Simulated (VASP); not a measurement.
# BN (Cc) in VASP: reference runs, part 2 of 2

VASP 6.6.1.

## Step 3: Single point, PBE (atoms moved at random, drawn with an rms of 0.05 Å)

INCAR

```
ALGO = Normal ; EDIFF = 1E-7
ENCUT = 520 ; GGA = PE
ISIF = 2 ; ISMEAR = -1
LASPH = T ; LCHARG = T
LELF = T ; LREAL = F
LVHAR = T ; LWAVE = F
NBANDS = 26 ; NELM = 100
PREC = Accurate ; SIGMA = 0.05
```

KPOINTS

```
k-points
0
Gamma
  9 9 7
```

POSCAR

```
BN
1.0
    1.6438210000     -4.7155350000      0.0000000000
    1.6438210000      4.7155350000      0.0000000000
   -1.1929310000      0.0000000000      4.1817430000
N B
4 4
Direct
    0.5106710000      0.3724210000      0.8211620000
    0.3828580000      0.5110240000      0.3188830000
    0.7741100000      0.3878430000      0.3419900000
    0.3921900000      0.7945610000      0.8556140000
    0.5635590000      0.1895610000      0.9910820000
    0.1531640000      0.5453960000      0.4904600000
    0.5661060000      0.4373210000      0.4953680000
    0.4398060000      0.5730220000     -0.0115290000
```

Potentials or basis: VASP PAW PBE potentials, release 64 (N, B).

Started as:

```bash
cat potpaw_PBE.64/N/POTCAR potpaw_PBE.64/B/POTCAR > POTCAR
mpirun -np 1 vasp_std > vasp.out
```

OUTCAR:

```text
EDIFF = 1E-7
   ENCUT = 520
   GGA = PE
   ISIF = 2
   ISMEAR = -1
   LASPH = T
   LREAL = F
   NELM = 100
   PREC = Accurate

 ion  position               nearest neighbor table
   1  0.511  0.372  0.821-   5 1.38   8 1.46   7 1.48
   2  0.383  0.511  0.319-   7 1.42   8 1.50   6 1.53
   3  0.774  0.388  0.342-   6 1.40   7 1.44   5 1.49
   4  0.392  0.795  0.856-   5 1.42   8 1.46   6 1.57
   5  0.564  0.190  0.991-   1 1.38   4 1.42   3 1.49
   6  0.153  0.545  0.490-   3 1.40   2 1.53   4 1.57
   7  0.566  0.437  0.495-   2 1.42   3 1.44   1 1.48
   8  0.440  0.573  0.988-   4 1.46   1 1.46   2 1.50

  LATTYP: Found a base centered monoclinic cell.
 ALAT       =     3.2876420000
 B/A-ratio  =     2.8686426320
 C/A-ratio  =     1.3227017273
 COS(beta)  =    -0.2743272083

  Lattice vectors:

 A1 = (   1.6438210000,  -4.7155350000,   0.0000000000)
 A2 = (   1.6438210000,   4.7155350000,   0.0000000000)
 A3 = (  -1.1929310000,   0.0000000000,   4.1817430000)

Analysis of symmetry for initial positions (statically):
=====================================================================
 Subroutine PRICEL returns:
 Original cell was already a primitive cell.

 Routine SETGRP: Setting up the symmetry group for a
 base centered monoclinic supercell.

 Subroutine GETGRP returns: Found  1 space group operations
 (whereof  1 operations were pure point group operations)
 out of a pool of  4 trial point group operations.

The static configuration has the point symmetry C_1 .

Analysis of symmetry for dynamics (positions and initial velocities):
=====================================================================
 Subroutine PRICEL returns:
 Original cell was already a primitive cell.

 Routine SETGRP: Setting up the symmetry group for a
 base centered monoclinic supercell.

 Subroutine GETGRP returns: Found  1 space group operations
 (whereof  1 operations were pure point group operations)
 out of a pool of  4 trial point group operations.

The dynamic configuration has the point symmetry C_1 .

 Subroutine INISYM returns: Found  1 space group operations
 (whereof  1 operations are pure point group operations),
 and found     1 'primitive' translations

----------------------------------------------------------------------------------------

                                     Primitive cell

  volume of cell :      64.8295

  direct lattice vectors                    reciprocal lattice vectors
     1.643821000 -4.715535000  0.000000000     0.304169371 -0.106032507  0.086770773
     1.643821000  4.715535000  0.000000000     0.304169371  0.106032507  0.086770773
    -1.192931000  0.000000000  4.181743000     0.000000000  0.000000000  0.239134734

  length of vectors
     4.993837985  4.993837985  4.348569752     0.333603157  0.333603157  0.239134734

  position of ions in fractional coordinates (direct lattice)
     0.510671000  0.372421000  0.821162000
     0.382858000  0.511024000  0.318883000
     0.774110000  0.387843000  0.341990000
[... 36 lines left out ...]
     0.000000000  0.000000000  0.000000000

 Subroutine IBZKPT returns following result:
 ===========================================

 Found    284 irreducible k-points:

 Following reciprocal coordinates:
            Coordinates               Weight
  0.000000  0.000000  0.000000      1.000000
  0.111111  0.000000  0.000000      2.000000
  0.000000 -0.111111  0.000000      2.000000
  0.222222  0.000000 -0.000000      2.000000
  0.000000 -0.222222  0.000000      2.000000
  0.333333  0.000000  0.000000      2.000000
[... 16 lines left out ...]
 -0.111111  0.111111  0.000000      2.000000
  0.222222  0.222222 -0.000000      2.000000
 [... further k-points ...]
   k-points           NKPTS =    284   k-points in BZ     NKDIM =    284   number of bands    NBANDS=     26
   number of dos      NEDOS =    301   number of ions     NIONS =      8
   total plane-waves  NPLWV =  51200
   dimension x,y,z NGX =    40 NGY =   40 NGZ =   32
   dimension x,y,z NGXF=    80 NGYF=   80 NGZF=   64
   ions per type =               4   4
   NGX,Y,Z   is equivalent  to a cutoff of  13.32, 13.32, 12.23 a.u.
   NGXF,Y,Z  is equivalent  to a cutoff of  26.63, 26.63, 24.47 a.u.
 SYSTEM =  unknown system
   PREC   = accura    normal or accurate (medium, high low for compatibility)
   ISTART =      0    job   : 0-new  1-cont  2-samecut
   ICHARG =      2    charge: 1-file 2-atom 10-const
   ISPIN  =      1    spin polarized calculation?
   LNONCOLLINEAR =      F non collinear calculations
   LSORBIT =      F    spin-orbit coupling
   LASPH  =      T    aspherical Exc in radial PAW
   ENCUT  =  520.0 eV  38.22 Ry    6.18 a.u.   9.29  9.29  8.09*2*pi/ulx,y,z
   NELM   =    100;   NELMIN=  2; NELMDL= -5     # of ELM steps
   EDIFF  = 0.1E-06   stopping-criterion for ELM
   LREAL  =      F    real-space projection
   EDIFFG = 0.1E-05   stopping-criterion for IOM
   NSW    =      0    number of steps for IOM
   IBRION =     -1    ionic relax: 0-MD 1-quasi-New 2-CG
   NFREE  =      0    steps in history (QN), initial steepest desc. (CG)
   ISIF   =      2    stress and relaxation
   ISYM   =      2    0-nonsym 1-usesym 2-fastsym
   POTIM  = 0.5000    time-step for ionic-motion
   TEBEG  =    0.0;   TEEND  =   0.0 temperature during run
   PSTRESS=    0.0 pullay stress
   NELECT =      32.0000    total number of electrons
   NUPDOWN=      -1.0000    fix difference up-down
   EMIN   =  10.00;   EMAX   =-10.00  energy-range for DOS
   EFERMI =   0.00;   METHOD = LEGACY
   ISMEAR =    -1;   SIGMA  =   0.05  broadening in eV -4-tet -1-fermi 0-gaus
   EFERMI_NEDOS =   21; number of points for ismear=-14 and -15
   IALGO  =     38    algorithm
   IMIX   =      4    mixing-type and parameters
     AMIX     =   0.40;   BMIX     =  1.00
     AMIX_MAG =   1.60;   BMIX_MAG =  1.00
  volume/ion in A,a.u.               =       8.10        54.69
  Fermi-wavevector in a.u.,A,eV,Ry     =   1.293800  2.444928 22.775050  1.673919
  Thomas-Fermi vector in A             =   2.425423
   LORBIT       =      0    0 simple, 1 ext, 2 COOP (PROOUT), +10 PAW based schemes
   GGA     = PE    functional components
   LHFCALC =     F    Hartree Fock is set to
   AEXX    =    0.0000 exact exchange contribution
   IVDW    =     0    specifies the selected vdW correction
   LEPSILON=     F    determine dielectric tensor
   LRPA    =     F    only Hartree local field effects (RPA)
 non-spin polarized calculation
  energy-cutoff  :      520.00
  volume of cell :       64.83
 maximum number of plane-waves:      1767
 NGX is ok and might be reduce to    40
   NGX = 19   NGY = 19   NGZ = 17

 number of electron      32.0000001 magnetization

 Free energy of the ion-electron system (eV)
  ---------------------------------------------------
  ext. energy  EPLUGINS =         0.00000000
  ---------------------------------------------------
  free energy    TOTEN  =       -68.23242630 eV

  energy without entropy =      -68.23242630  energy(sigma->0) =      -68.23242630

 E-fermi :   4.7106     XC(G=0): -10.8460

 val. band max:        3.6344167382   @ k =  -0.1111   0.3333   0.1429
 cond. band min:       6.9298103051   @ k =  -0.1111   0.0000   0.2857
 fundamental gap:      3.2953935669
 Fermi energy:         4.7105874373

 k-point     1 :       0.0000    0.0000    0.0000
  band No.  band energies     occupation
      1     -14.6228      2.00000
      2     -11.5404      2.00000
      3     -11.3533      2.00000
      4     -11.1260      2.00000
      5      -5.6285      2.00000
      6      -4.4547      2.00000
[... 685 lines left out ...]
     25      16.1479      0.00000
     26      16.5150      0.00000

 [... further k-points ...]
[... 5 lines left out ...]
  --------------------------------------------------------------------------------------
  -------------------------------------------------------------------------------------
  Total        0.5578793      2.4230203     -0.9396889      0.8248565     -1.7339308     -0.0454936
  in kB       13.7872614     59.8817936    -23.2231891     20.3852553    -42.8518440     -1.1243148
  external PRESSURE =      16.8152887 kB  Pullay stress =       0.0000000 kB

 VOLUME and BASIS-vectors are now :
 -----------------------------------------------------------------------------
  energy-cutoff  :      520.00
  volume of cell :       64.83
      direct lattice vectors                 reciprocal lattice vectors
     1.643821000 -4.715535000  0.000000000     0.304169371 -0.106032507  0.086770773
     1.643821000  4.715535000  0.000000000     0.304169371  0.106032507  0.086770773
    -1.192931000  0.000000000  4.181743000     0.000000000  0.000000000  0.239134734

 POSITION                                       TOTAL-FORCE (eV/Angst)
 -----------------------------------------------------------------------------------
      0.47206     -0.65192      3.43389         1.263649      3.175117     -1.763075
      1.08898      0.60437      1.33349        -0.404942      1.711809     -0.097680
      1.50207     -1.82146      1.43011         0.168604     -0.163923     -0.405727
      0.93012      1.89739      3.57796        -0.909148     -1.191004     -2.747633
      0.05570     -1.76360      4.14445        -0.705294     -2.189590      1.359964
      0.56322      1.84958      2.05098         1.682338     -1.077784      0.851021
      1.05851     -0.60729      2.07150        -0.527079     -0.306493      0.876228
      0.48573      0.62818      4.13353        -0.568129      0.041868      1.926902
 -----------------------------------------------------------------------------------
    total drift:                               -0.000177      0.000050     -0.000342

  FREE ENERGIE OF THE ION-ELECTRON SYSTEM (eV)
  ---------------------------------------------------
  free  energy   TOTEN  =       -68.2324263023 eV

  energy  without entropy=      -68.2324263023  energy(sigma->0) =      -68.23242630
```

Wall time 11 min (1 thread of Intel Xeon Platinum 8488C (Sapphire Rapids), shared host); peak memory 0.46 GiB.

What came out:

- Free energy: -68.2324 eV
- Pressure: 1.7 GPa
- Largest force: 3.845 eV/Å
- Band gap on the k mesh: 3.30 eV, indirect (least direct gap 3.95 eV)

Forces on the atoms (eV/Å):
```
N    1.264  3.175 -1.763
N   -0.405  1.712 -0.098
N    0.169 -0.164 -0.406
N   -0.909 -1.191 -2.748
B   -0.705 -2.190  1.360
B    1.682 -1.078  0.851
B   -0.527 -0.306  0.876
B   -0.568  0.042  1.927
```

Caveat: an odd mesh through Γ misses points on the zone boundary, where band edges often lie.
